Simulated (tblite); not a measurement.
C8H6.
InChI=1S/C8H6/c1-2-8-6-4-3-5-7-8/h1,3-7H

Level: GFN2-xTB in tblite, geometry and Hessian alike; calculated harmonic values, unscaled, isolated species. This tight-binding method is rough: wavenumbers can miss measured ones by several per cent, in bad cases by 10 to 20.

Harmonic wavenumbers (cm⁻¹): 126.3, 135.0, 314.1, 366.3, 450.2, 451.8, 484.5, 590.7, 633.8, 669.8, 670.5, 760.3, 773.8, 873.6, 898.7, 927.4, 931.7, 986.1, 1080.2, 1117.2, 1182.4, 1189.5, 1233.4, 1276.7, 1317.3, 1429.1, 1470.2, 1576.0, 1595.9, 2257.7, 3073.3, 3075.1, 3083.4, 3087.2, 3094.1, 3392.7.

A = 5752, B = 1557, C = 1225 MHz; mass 102.047 u (most abundant isotopes); point group C2v, symmetry number 2.

Q: What is the zero-point energy?

A: Half the sum of the wavenumbers: 23288 cm⁻¹ = 66.58 kcal/mol.

Q: Entropy at 500 K, 1 bar (ideal gas, RRHO, classical rotation)?

A: Translation 42.37, rotation 27.94, vibration 27.85: S = 98.2 cal/(mol K).

Q: And Cp and H(500 K) − H(0)?

A: Cp = 42.96 cal/(mol K), of which vibrations give 35.02 (their classical limit is 36 R = 71.5); H(500 K) − H(0) = 12.17 kcal/mol without the zero-point energy, 8.19 from vibrations.

Q: What must be added to the electronic energy to get the Gibbs energy at 500 K and 1 bar?

A: ZPE + [H(500 K) − H(0)] − T·S = 66.58 + 12.17 − 49.08 = 29.67 kcal/mol.

Q: Blend soft modes into free rotors: weight 1/[1 + (100 cm⁻¹/ν̃)⁴] for the oscillator and the rest for a rotor with moment μB/(μ + B), μ = h/(8π²ν), B = 10⁻⁴⁴ kg m². What vibrational entropy results?

A: 27.42 cal/(mol K) in place of 27.85, which changes −T·S at 500 K by +0.21 kcal/mol.

Q: How do the functions run with temperature in this model?

A: 
```tsv
T (K)	S (cal/(mol K))	Cp (cal/(mol K))	H − H(0) (kcal/mol)	G − H(0) (kcal/mol)	ln q(vib)
50	52.5	9.3	0.42	-2.21	0.05
100	59.8	12.1	0.95	-5.03	0.35
298.15	79.8	28.3	4.87	-18.92	2.62
373.15	86.8	34.4	7.23	-25.17	3.73
750	117.9	54.2	24.43	-63.99	9.93
1000	134.5	61.1	38.90	-95.60	13.95
```

q(vib) and H(0) count from the zero-point level.

Hindered rotation and anharmonicity are outside this model.

The run took 0.35 s on an Arm Neoverse V1 with one thread, no GPU, shared host. This covers the Hessian and the dipole derivatives.
